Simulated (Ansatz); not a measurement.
# PbSe: band gap under strain

Aim: follow the gap of rocksalt PbSe through these states: +2.0 % strain along z alone; +3.0 % strain along z alone; +4.0 % strain along z alone. The table at the end shows which levels were run.

The runs shown are made with Ansatz 0.2.0. PAW datasets, plane waves. Computed at 0 K without zero-point motion; spin polarisation is off.

### 1 The cell

The unstrained cell was relaxed with r2SCAN; in each strained cell the atoms were relaxed again with r2SCAN. Names of k-points are those of the unstrained zone, where strain can split equivalent points. First state: +2.0 % strain along z alone.

It is tetragonal, I4/mmm (No. 139); a = 4.368 Å, c = 6.301 Å in the conventional setting, 30.06 Å³ an atom. Near Pb stand 6 Se at 3.09–3.15 Å; near Se stand 6 Pb at 3.09–3.15 Å.

As a file:

```cif
data_structure
_symmetry_space_group_name_H-M 'I4/mmm'
_symmetry_Int_Tables_number 139
_cell_length_a 4.3681
_cell_length_b 4.3681
_cell_length_c 6.3010
_cell_angle_alpha 90.000
_cell_angle_beta 90.000
_cell_angle_gamma 90.000
_cell_volume 120.22
loop_
_atom_site_label
_atom_site_type_symbol
_atom_site_symmetry_multiplicity
_atom_site_Wyckoff_symbol
_atom_site_fract_x
_atom_site_fract_y
_atom_site_fract_z
_atom_site_occupancy
Pb1 Pb 2 a 0.00000 0.00000 0.00000 1
Se1 Se 2 b 0.50000 0.50000 0.00000 1
```

From earlier runs on the unstrained cell: PBE 0.37 eV, r2SCAN 0.67 eV, HSE06 0.79 eV, r2SCAN+SOC 0.11 eV; a = 6.177 Å.

### 2 +2.0 % strain along z alone: PBE

input.yaml reads:

```yaml
crystal:
  lattice:
    - [0.0, 3.0887022195, 3.1504762639]
    - [3.0887022195, 0.0, 3.1504762639]
    - [3.0887022195, 3.0887022195, 0.0]
  atoms:
    - { symbol: Pb, position: [0.0, 0.0, 0.0] }
    - { symbol: Se, position: [0.5, 0.5, 0.5] }
kpoints:
  mp_grid: { grid: [8, 8, 8] }
  band_path:
    path:
      - [0.0, 0.0, 0.0]
      - [0.5, 0.0, 0.5]
      - [0.625, 0.25, 0.625]
      - [0.375, 0.375, 0.75]
      - [0.5, 0.5, 0.5]
      - [0.5, 0.25, 0.75]
      - [0.0, 0.0, 0.5]
    npoints: 1
hamiltonian:
  xc: pbe
scf:
  occupations: { method: fermi_dirac, width: 0.02 }
  n_extra_bands: 4
output:
  forces: true
  stress: true
  eigenvalues: true
```

Run with:

```
ansatz run input.yaml --threads 2 --pin off --max-ram 20275MiB --backend cpu --events-out ev --progress --plain --runs-dir out
```

The runs that follow: +2.0 % strain along z alone: r2SCAN; +2.0 % strain along z alone: HSE06; +2.0 % strain along z alone: r2SCAN+SOC; +2.0 % strain along z alone: r2SCAN; +3.0 % strain along z alone: PBE; +3.0 % strain along z alone: r2SCAN; +3.0 % strain along z alone: HSE06; +3.0 % strain along z alone: r2SCAN+SOC; +3.0 % strain along z alone: r2SCAN; +4.0 % strain along z alone: PBE; +4.0 % strain along z alone: r2SCAN; +4.0 % strain along z alone: HSE06; +4.0 % strain along z alone: r2SCAN+SOC; +4.0 % strain along z alone: r2SCAN.

What does the calculation give?

As calculated:

Least gap in eV (negative: overlap), with the change from the unstrained cell in brackets:

```
                      state  volume change (%)           PBE        r2SCAN         HSE06
+2.0 % strain along z alone               +2.0  0.42 (+0.05)  0.72 (+0.05)  0.85 (+0.06)
+3.0 % strain along z alone               +3.0  0.44 (+0.07)  0.73 (+0.06)  0.87 (+0.08)
+4.0 % strain along z alone               +4.0  0.45 (+0.08)  0.74 (+0.07)  0.89 (+0.10)
```

In words: The largest move of the HSE06 gap in the table is +0.098 eV, under +4.0 % strain along z alone. PBE and HSE06 differ by 0.42 eV on the unstrained gap, and by at most 0.02 eV on its change: the two disagree on the size of the gap but agree on its response to strain. Spin-orbit coupling is left out of the table, though the cell holds Pb (Z = 82); in an element this heavy it can shift bands and gaps by tenths of an eV.
